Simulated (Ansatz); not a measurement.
Runs of Ansatz 0.2.0 on Si2Ni. The structure is cubic, space group Fm-3m (No. 225). Conventional cell: a = 5.406 Å, b = 5.406 Å, c = 5.406 Å, α = 90.00°, β = 90.00°, γ = 90.00°. Ni (site symmetry m-3m) has 8 Si at 2.34 Å as nearest neighbours. Around Si (site symmetry -43m) lie 4 Ni at 2.34 Å. 

| task | level | U | cell | k mesh | smearing | hubbard projectors | double counting | atoms under strain | points for each segment of the path | gap on the mesh (eV) | pressure (GPa) | moment (μB) | relaxed volume (Å³/atom) |
| --- | --- | --- | --- | --- | --- | --- | --- | --- | --- | --- | --- | --- | --- |
| relaxation of cell and atoms | PBEsol+U | Ni d U = 0.0 eV | relaxed | 9 × 9 × 9 | fermi-dirac 0.02 eV | ortho-atomic (the default) | fll (the default) | - | - | none | 0.0 | 0.00 | (c) |
| single point | PBE | - | as given | 9 × 9 × 9 | gaussian 0.011 eV | - | - | - | - | none | (a) | 0.00 | - |
| phonons | PBEsol | - | as given | 7 × 7 × 7 | fermi-dirac 0.05 eV | - | - | - | - | none | - | 0.00 | - |
| relaxation of cell and atoms | PBE | - | relaxed | 9 × 9 × 9 | fermi-dirac 0.05 eV | - | - | - | - | - | 0.0 | 0.00 | 13.50 |
| elastic constants | PBEsol | - | as given | 7 × 7 × 7 | fermi-dirac 0.05 eV | - | - | relaxed | - | none | -1.6 | 0.00 | - |
| elastic constants | LDA | - | as given | 7 × 7 × 7 | fermi-dirac 0.05 eV | - | - | relaxed | - | none | -5.2 | 0.00 | - |
| phonons | PBE | - | as given | 7 × 7 × 7 | fermi-dirac 0.05 eV | - | - | - | - | none | - | 0.00 | - |
| single point | LDA | - | as given | 9 × 9 × 9 | gaussian 0.05 eV | - | - | - | - | none | -4.2 | 0.00 | - |
| single point | RPBE | - | as given | 9 × 9 × 9 | gaussian 0.02 eV | - | - | - | - | none | 6.8 | 0.00 | - |
| band structure | PBE | - | as given | 9 × 9 × 9 | fermi-dirac 0.05 eV | - | - | - | 14 | none | (b) | 0.00 | - |
| elastic constants | PBE | - | as given | 7 × 7 × 7 | fermi-dirac 0.05 eV | - | - | relaxed | - | none | 3.1 | 0.00 | - |

Alike in all rows: potentials or basis Ansatz PAW; spin collinear, ferromagnetic start; cutoff (eV) 420.

Estimate the missing entries.

(a) 4.0; (b) 3.8; (c) 13.10.

Caveats: the PAW data sets come from PBE, with cores solved anew for the run's functional, which leaves a small shift of forces and pressure (some runs); the starting moments weren't kept (some runs); elastic constants of metals need much finer meshes, so these are rough (some runs); the plane-wave basis is chosen anew once the cell has moved, so the energies of steps on either side of that aren't comparable (some runs); the cell is more than 3 GPa from zero pressure, which shifts response properties (some runs); the magnetic or orbital state may not be the lowest (some runs); the U is typed as a test and isn't derived for this compound (some runs).

A gap of «none» marks a metal or a gap under the smearing width.
